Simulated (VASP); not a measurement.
# InP (Fm-3m) in VASP: notebook, part 2 of 3

VASP 6.6.1. Earlier steps stand in the parts before.

## 4. Electric field gradients, PBEsol

The input, INCAR:

```
PREC = Accurate ; ENCUT = 520
EDIFF = 1E-8 ; ISMEAR = 0
SIGMA = 0.02 ; LREAL = False
LASPH = True ; NELM = 60
ALGO = Fast ; ISIF = 2
LWAVE = False ; LCHARG = False
GGA = PS ; LEFG = True
```

The input, KPOINTS:

```
regular mesh
0
Gamma
  8 8 8
```

The input, POSCAR:

```
InP
1.0
    0.0000000000      2.7688340000      2.7688340000
    2.7688340000      0.0000000000      2.7688340000
    2.7688340000      2.7688340000      0.0000000000
In P
1 1
Direct
    0.0000000000      0.0000000000      0.0000000000
    0.5000000000      0.5000000000      0.5000000000
```

Potentials or basis: VASP PAW PBE potentials, release 64 (In_d, P).

Command:

```bash
$ cat potpaw_PBE.64/In_d/POTCAR potpaw_PBE.64/P/POTCAR > POTCAR
$ mpirun -np 1 vasp_std > vasp.out
```

OUTCAR:

```text
PREC = Accurate
   ENCUT = 520
   EDIFF = 1E-8
   ISMEAR = 0
   LREAL = False
   LASPH = True
   NELM = 60
   ISIF = 2
   GGA = PS

 ion  position               nearest neighbor table
   1  0.000  0.000  0.000-   2 2.77   2 2.77   2 2.77   2 2.77   2 2.77   2 2.77
   2  0.500  0.500  0.500-   1 2.77   1 2.77   1 2.77   1 2.77   1 2.77   1 2.77

  LATTYP: Found a face centered cubic cell.
 ALAT       =     5.5376680000

  Lattice vectors:

 A1 = (   0.0000000000,   2.7688340000,   2.7688340000)
 A2 = (   2.7688340000,   0.0000000000,   2.7688340000)
[... 599 lines left out ...]
  ---------------------------------------------------
  free  energy   TOTEN  =        -8.7647504024 eV

  energy  without entropy=       -8.7644121413  energy(sigma->0) =       -8.76458127

 Electric field gradients (V/A^2)
---------------------------------------------------------------------
 ion       V_xx      V_yy      V_zz      V_xy      V_xz      V_yz
---------------------------------------------------------------------
   1      -0.000    -0.000    -0.000     0.002     0.002     0.002
   2      -0.000    -0.000    -0.000    -0.000    -0.000    -0.000
---------------------------------------------------------------------

 Electric field gradients after diagonalization (V/A^2)
 (convention: |V_zz| > |V_xx| > |V_yy|)
----------------------------------------------------------------------
 ion       V_xx      V_yy      V_zz     asymmetry (V_yy - V_xx)/ V_zz
----------------------------------------------------------------------
   1      -0.002    -0.002     0.004       0.000
   2       0.000     0.000    -0.001       0.000
----------------------------------------------------------------------

           NMR quadrupolar parameters

 Cq : quadrupolar parameter    Cq=e*Q*V_zz/h
 eta: asymmetry parameters     (V_yy - V_xx)/ V_zz
 Q  : nuclear electric quadrupole moment in mb (millibarn)
----------------------------------------------------------------------
 ion       Cq(MHz)       eta       Q (mb)
----------------------------------------------------------------------
   1       0.000       0.000       1.000
   2      -0.000       0.000       1.000
----------------------------------------------------------------------
```

Run time: 30 s. Hardware: 1 thread of Intel Xeon Platinum 8259CL at 2.50GHz (Skylake/Cascade Lake), shared host; peak memory 0.17 GiB.

Results:

* Free energy: -8.7648 eV
* Pressure: -3.4 GPa
* Band gap on the k mesh: none (metal or under the smearing width)

Electric field gradients, principal values (V/Å²):
```csv
atom,Vxx,Vyy,Vzz
1 In,-0.002,-0.002,0.004
2 P,0.000,0.000,-0.001
```

Caveat: the PAW data sets were made with another functional, which shifts forces and pressure a little.

## 5. Core levels, PBEsol

The input, INCAR:

```
  ALGO = Normal
  EDIFF = 1E-6
  ENCUT = 520
  GGA = PS
  ICORELEVEL = 1
  ISIF = 2
  ISMEAR = 0
  LASPH = True
  LCHARG = False
  LREAL = False
  LWAVE = False
  NELM = 80
  PREC = Accurate
  SIGMA = 0.02
```

The input, KPOINTS:

```
k-points
0
Gamma
  8 8 8
```

POSCAR is that of step 4.

Potentials or basis: VASP PAW PBE potentials, release 64 (In_d, P).

Command:

```bash
$ cat potpaw_PBE.64/In_d/POTCAR potpaw_PBE.64/P/POTCAR > POTCAR
$ mpirun -np 1 vasp_std > vasp.out
```

OUTCAR:

```text
EDIFF = 1E-6
   ENCUT = 520
   GGA = PS
   ISIF = 2
   ISMEAR = 0
   LASPH = True
   LREAL = False
   NELM = 80
   PREC = Accurate

 ion  position               nearest neighbor table
   1  0.000  0.000  0.000-   2 2.77   2 2.77   2 2.77   2 2.77   2 2.77   2 2.77
   2  0.500  0.500  0.500-   1 2.77   1 2.77   1 2.77   1 2.77   1 2.77   1 2.77

  LATTYP: Found a face centered cubic cell.
 ALAT       =     5.5376680000

  Lattice vectors:

 A1 = (   0.0000000000,   2.7688340000,   2.7688340000)
 A2 = (   2.7688340000,   0.0000000000,   2.7688340000)
 A3 = (   2.7688340000,   2.7688340000,   0.0000000000)

Analysis of symmetry for initial positions (statically):
=====================================================================
 Subroutine PRICEL returns:
 Original cell was already a primitive cell.

 Routine SETGRP: Setting up the symmetry group for a
 face centered cubic supercell.

 Subroutine GETGRP returns: Found 48 space group operations
 (whereof 48 operations were pure point group operations)
 out of a pool of 48 trial point group operations.

The static configuration has the point symmetry O_h .

Analysis of symmetry for dynamics (positions and initial velocities):
=====================================================================
 Subroutine PRICEL returns:
 Original cell was already a primitive cell.

 Routine SETGRP: Setting up the symmetry group for a
 face centered cubic supercell.

 Subroutine GETGRP returns: Found 48 space group operations
 (whereof 48 operations were pure point group operations)
 out of a pool of 48 trial point group operations.

The dynamic configuration has the point symmetry O_h .

 Subroutine INISYM returns: Found 48 space group operations
 (whereof 48 operations are pure point group operations),
 and found     1 'primitive' translations

----------------------------------------------------------------------------------------

                                     Primitive cell

  volume of cell :      42.4542

  direct lattice vectors                    reciprocal lattice vectors
     0.000000000  2.768834000  2.768834000    -0.180581429  0.180581429  0.180581429
     2.768834000  0.000000000  2.768834000     0.180581429 -0.180581429  0.180581429
     2.768834000  2.768834000  0.000000000     0.180581429  0.180581429 -0.180581429

  length of vectors
     3.915722595  3.915722595  3.915722595     0.312776210  0.312776210  0.312776210

  position of ions in fractional coordinates (direct lattice)
     0.000000000  0.000000000  0.000000000
     0.500000000  0.500000000  0.500000000

  ion indices of the primitive-cell ions
   primitive index   ion index
                 1           1
                 2           2

----------------------------------------------------------------------------------------

 KPOINTS: k-points

Automatic generation of k-mesh.
 Grid dimensions read from file:
 generate k-points for:    8    8    8

 Generating k-lattice:

  Cartesian coordinates                     Fractional coordinates (reciprocal lattice)
    -0.022572679  0.022572679  0.022572679     0.125000000  0.000000000  0.000000000
     0.022572679 -0.022572679  0.022572679     0.000000000  0.125000000  0.000000000
     0.022572679  0.022572679 -0.022572679     0.000000000  0.000000000  0.125000000
[... 45 lines left out ...]
   NGX,Y,Z   is equivalent  to a cutoff of  12.74, 12.74, 12.74 a.u.
   NGXF,Y,Z  is equivalent  to a cutoff of  25.47, 25.47, 25.47 a.u.
 SYSTEM =  unknown system
   PREC   = accura    normal or accurate (medium, high low for compatibility)
   ISTART =      0    job   : 0-new  1-cont  2-samecut
   ICHARG =      2    charge: 1-file 2-atom 10-const
   ISPIN  =      1    spin polarized calculation?
   LNONCOLLINEAR =      F non collinear calculations
   LSORBIT =      F    spin-orbit coupling
   LASPH  =      T    aspherical Exc in radial PAW
   ENCUT  =  520.0 eV  38.22 Ry    6.18 a.u.   7.28  7.28  7.28*2*pi/ulx,y,z
   NELM   =     80;   NELMIN=  2; NELMDL= -5     # of ELM steps
   EDIFF  = 0.1E-05   stopping-criterion for ELM
   LREAL  =      F    real-space projection
   EDIFFG = 0.1E-04   stopping-criterion for IOM
   NSW    =      0    number of steps for IOM
   IBRION =     -1    ionic relax: 0-MD 1-quasi-New 2-CG
   NFREE  =      0    steps in history (QN), initial steepest desc. (CG)
   ISIF   =      2    stress and relaxation
   ISYM   =      2    0-nonsym 1-usesym 2-fastsym
   POTIM  = 0.5000    time-step for ionic-motion
   TEBEG  =    0.0;   TEEND  =   0.0 temperature during run
   PSTRESS=    0.0 pullay stress
   NELECT =      18.0000    total number of electrons
   NUPDOWN=      -1.0000    fix difference up-down
   EMIN   =  10.00;   EMAX   =-10.00  energy-range for DOS
   EFERMI =   0.00;   METHOD = LEGACY
   ISMEAR =     0;   SIGMA  =   0.02  broadening in eV -4-tet -1-fermi 0-gaus
   EFERMI_NEDOS =   21; number of points for ismear=-14 and -15
   IALGO  =     38    algorithm
   IMIX   =      4    mixing-type and parameters
     AMIX     =   0.40;   BMIX     =  1.00
     AMIX_MAG =   1.60;   BMIX_MAG =  1.00
  volume/ion in A,a.u.               =      21.23       143.25
  Fermi-wavevector in a.u.,A,eV,Ry     =   1.229869  2.324115 20.579860  1.512577
  Thomas-Fermi vector in A             =   2.364739
   LORBIT       =      0    0 simple, 1 ext, 2 COOP (PROOUT), +10 PAW based schemes
   GGA     = PS    functional components
   LHFCALC =     F    Hartree Fock is set to
   AEXX    =    0.0000 exact exchange contribution
   IVDW    =     0    specifies the selected vdW correction
   LEPSILON=     F    determine dielectric tensor
   LRPA    =     F    only Hartree local field effects (RPA)
 non-spin polarized calculation
 Gauss-broadening in eV      SIGMA  =   0.02
  energy-cutoff  :      520.00
  volume of cell :       42.45
 maximum number of plane-waves:      1162
 NGX is ok and might be reduce to    30
   NGX = 15   NGY = 15   NGZ = 15

 number of electron      18.0000009 magnetization

 Free energy of the ion-electron system (eV)
  ---------------------------------------------------
  ext. energy  EPLUGINS =         0.00000000
  ---------------------------------------------------
  free energy    TOTEN  =        -8.76475053 eV

  energy without entropy =       -8.76441051  energy(sigma->0) =       -8.76458052

 the core state eigenenergies are
   1-  1s -27736.5537  2s  -4143.0366  2p  -3717.0217  3s   -776.9555  3p   -637.5102
       3d   -421.1811  4s   -108.2151  4p    -66.6853
   2-  1s  -2070.8510  2s   -160.9492  2p   -111.4294

 E-fermi :   7.0195     XC(G=0): -10.5512

 val. band max:        7.0037004483   @ k =   0.3750   0.0000   0.0000
 cond. band min:       7.0369273987   @ k =  -0.3750   0.3750   0.0000
 fundamental gap:      0.0332269503
 Fermi energy:         7.0194845036

 k-point     1 :       0.0000    0.0000    0.0000
  band No.  band energies     occupation
      1      -7.2431      2.00000
      2      -7.2431      2.00000
      3      -7.2225      2.00000
      4      -7.2225      2.00000
      5      -7.2225      2.00000
      6      -5.0864      2.00000
      7       6.6773      2.00000
      8       6.6773      2.00000
      9       6.6773      2.00000
     10       7.4071      0.00000
     11      13.9940      0.00000
     12      13.9940      0.00000
     13      13.9940      0.00000
[... 258 lines left out ...]
  band No.  band energies     occupation
      1      -7.5004      2.00000
      2      -7.2705      2.00000
      3      -7.2021      2.00000
      4      -7.1255      2.00000
      5      -7.1255      2.00000
      6      -2.7264      2.00000
      7       2.7048      2.00000
      8       4.8481      2.00000
      9       4.8481      2.00000
     10       5.2766      2.00000
     11      10.9361      0.00000
     12      15.7085      0.00000
     13      15.8464      0.00000

------------------------ aborting loop because EDIFF is reached ----------------------------------------

  FORCE on cell =-STRESS in cart. coord.  units (eV):
  Direction    XX          YY          ZZ          XY          YZ          ZX
  --------------------------------------------------------------------------------------
  -------------------------------------------------------------------------------------
  Total       -0.9004341     -0.9004341     -0.9004341      0.0000000      0.0000000      0.0000000
  in kB      -33.9814398    -33.9814398    -33.9814398      0.0000000      0.0000000      0.0000000
  external PRESSURE =     -33.9814398 kB  Pullay stress =       0.0000000 kB

 VOLUME and BASIS-vectors are now :
 -----------------------------------------------------------------------------
  energy-cutoff  :      520.00
  volume of cell :       42.45
      direct lattice vectors                 reciprocal lattice vectors
     0.000000000  2.768834000  2.768834000    -0.180581429  0.180581429  0.180581429
     2.768834000  0.000000000  2.768834000     0.180581429 -0.180581429  0.180581429
     2.768834000  2.768834000  0.000000000     0.180581429  0.180581429 -0.180581429

 POSITION                                       TOTAL-FORCE (eV/Angst)
 -----------------------------------------------------------------------------------
      0.00000      0.00000      0.00000        -0.000000     -0.000000     -0.000000
      2.76883      2.76883      2.76883         0.000000      0.000000      0.000000
 -----------------------------------------------------------------------------------
    total drift:                               -0.000000      0.000000      0.000000

  FREE ENERGIE OF THE ION-ELECTRON SYSTEM (eV)
  ---------------------------------------------------
  free  energy   TOTEN  =        -8.7647505273 eV

  energy  without entropy=       -8.7644105127  energy(sigma->0) =       -8.76458052
```

OSZICAR:

```text
N       E                     dE             d eps       ncg     rms          rms(c)
DAV:   1     0.111997161600E+03    0.11200E+03   -0.87337E+03   759   0.164E+03
DAV:   2    -0.638492041820E+00   -0.11264E+03   -0.10887E+03   784   0.347E+02
DAV:   3    -0.883498863682E+01   -0.81965E+01   -0.78394E+01   999   0.912E+01
DAV:   4    -0.906316581065E+01   -0.22818E+00   -0.22790E+00   894   0.149E+01
DAV:   5    -0.907203574777E+01   -0.88699E-02   -0.88683E-02  1119   0.287E+00    0.456E+00
DAV:   6    -0.878224999827E+01    0.28979E+00   -0.61347E-01  1062   0.156E+01    0.259E+00
DAV:   7    -0.876716925036E+01    0.15081E-01   -0.93349E-02  1078   0.338E+00    0.104E+00
DAV:   8    -0.876491618832E+01    0.22531E-02   -0.72429E-03   986   0.129E+00    0.190E-01
DAV:   9    -0.876475881134E+01    0.15738E-03   -0.99291E-04  1134   0.576E-01    0.883E-02
DAV:  10    -0.876474703918E+01    0.11772E-04   -0.88964E-05  1108   0.137E-01    0.450E-02
DAV:  11    -0.876475019744E+01   -0.31583E-05   -0.96249E-06   859   0.261E-02    0.741E-03
DAV:  12    -0.876475052727E+01   -0.32983E-06   -0.12903E-06   522   0.152E-02
   1 F= -.87647505E+01 E0= -.87645805E+01  d E =-.340015E-03
```

It took 18 s on 1 thread of Intel Xeon Platinum 8259CL at 2.50GHz (Skylake/Cascade Lake), shared host; peak memory 0.17 GiB.

Results:

| Property | Result |
| --- | --- |
| Free energy | -8.7648 eV |
| Pressure | -3.4 GPa |
| Band gap on the k mesh | none (metal or under the smearing width) |

Core levels (eV, on the scale of the bands):
```csv
atom,levels
1 In,"1s -27736.6, 2s -4143.0, 2p -3717.0, 3s -777.0, 3p -637.5, 3d -421.2, 4s -108.2, 4p -66.7"
2 P,"1s -2070.9, 2s -160.9, 2p -111.4"
```

Caveat: the PAW data sets were made with another functional, which shifts forces and pressure a little.

(Continued in part 3 of 3.)
